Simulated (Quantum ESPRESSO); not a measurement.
A calculation with Quantum ESPRESSO 7.5 of Ge (native input, structure typed inline):

Contents of pw.in:

```
&CONTROL
  calculation = 'scf'
  prefix = 'pwscf'
  outdir = './tmp'
  pseudo_dir = './pseudo'
  tprnfor = .true.
  tstress = .true.
  disk_io = 'low'
/
&SYSTEM
  ibrav = 0
  celldm(1) = 8
  nat = 2
  ntyp = 1
  ecutwfc = 45
  ecutrho = 360
  nbnd = 21
  occupations = 'smearing'
  smearing = 'fd'
  degauss = 0.00367493
/
&ELECTRONS
  conv_thr = 4d-10
  electron_maxstep = 120
  mixing_beta = 0.5
/
ATOMIC_SPECIES
Ge    72.6300 ge_pbesol_v1.4.uspp.F.UPF
CELL_PARAMETERS alat
  0.3515015608998  -0.6129065926640   0.0000000000000
  0.3515015608998   0.6129065926640   0.0000000000000
  0.0000000000000   0.0000000000000   1.1167326588792
ATOMIC_POSITIONS crystal
Ge     0.3334466300    0.6665533700    0.2500000000
Ge     0.6665533700    0.3334466300    0.7500000000
K_POINTS automatic
10 10 6 0 0 0
```

File pp_density.in:

```
&INPUTPP
  prefix = 'pwscf'
  outdir = './tmp'
  filplot = 'density.dat'
  plot_num = 0
/
&PLOT
  nfile = 1
  filepp(1) = 'density.dat'
  iflag = 3
  output_format = 6
  fileout = 'density.cube'
/
```

pp_potential.in

```
&INPUTPP
  prefix = 'pwscf'
  outdir = './tmp'
  filplot = 'potential.dat'
  plot_num = 11
/
&PLOT
  nfile = 1
  filepp(1) = 'potential.dat'
  iflag = 3
  output_format = 6
  fileout = 'potential.cube'
/
```

Potentials or basis: GBRV 1.5 PBEsol.

Run with:

```console
$ OMP_NUM_THREADS=1 mpirun -n 2 pw.x -nk 2 -in pw.in > pw.out
$ OMP_NUM_THREADS=1 mpirun -n 1 pp.x -in pp_density.in > pp_density.out
$ OMP_NUM_THREADS=1 mpirun -n 1 pp.x -in pp_potential.in > pp_potential.out
```

This isn't the form of Ge at room conditions, which is diamond.

Problem. Write the same calculation in another form: ASE script, structure from a POSCAR.

Solution. As run:

File run.py:

```python
import numpy as np
from ase.calculators.espresso import Espresso, EspressoProfile
from ase.io import read

atoms = read('POSCAR')

input_data = {
    'control': {'calculation': 'scf', 'prefix': 'pwscf', 'outdir': './tmp', 'tprnfor': True, 'tstress': True, 'disk_io': 'nowf'},
    'system': {'ecutwfc': 45.0, 'ecutrho': 360.0, 'nbnd': 21, 'occupations': 'smearing', 'smearing': 'fd', 'degauss': 0.00367493},
    'electrons': {'conv_thr': 4e-10, 'electron_maxstep': 120, 'mixing_beta': 0.5},
}
pseudopotentials = {'Ge': 'ge_pbesol_v1.4.uspp.F.UPF'}
profile = EspressoProfile(command='mpirun -n 2 pw.x -nk 2', pseudo_dir='pseudo')
dft = Espresso(profile=profile, input_data=input_data, pseudopotentials=pseudopotentials, kpts=(10, 10, 6), koffset=(0, 0, 0))
atoms.calc = dft

print(f'energy {atoms.get_potential_energy():.8f} eV')
print('forces (eV/A)')
print(np.round(atoms.get_forces(), 6))
print('stress (eV/A^3, Voigt)')
print(np.round(atoms.get_stress(), 8))
print(f'Fermi level {dft.get_fermi_level():.4f} eV')
```

File POSCAR:

```
Ge
1.0
    1.4880529250     -2.5946896100      0.0000000000
    1.4880529250      2.5946896100      0.0000000000
    0.0000000000      0.0000000000      4.7275957900
Ge
2
Direct
    0.3334466300      0.6665533700      0.2500000000
    0.6665533700      0.3334466300      0.7500000000
```

Potentials or basis: GBRV 1.5 PBEsol.

Command:

```sh
$ OMP_NUM_THREADS=1 python run.py
```

Both were run:

|  | native input, structure typed inline | ASE script, structure from a POSCAR |
| --- | --- | --- |
| Pressure | 0.2 GPa | 0.2 GPa |
| Band gap on the k mesh | none (metal or under the smearing width) | none (metal or under the smearing width) |

Keys that steer only the numerical path or the files written may differ.
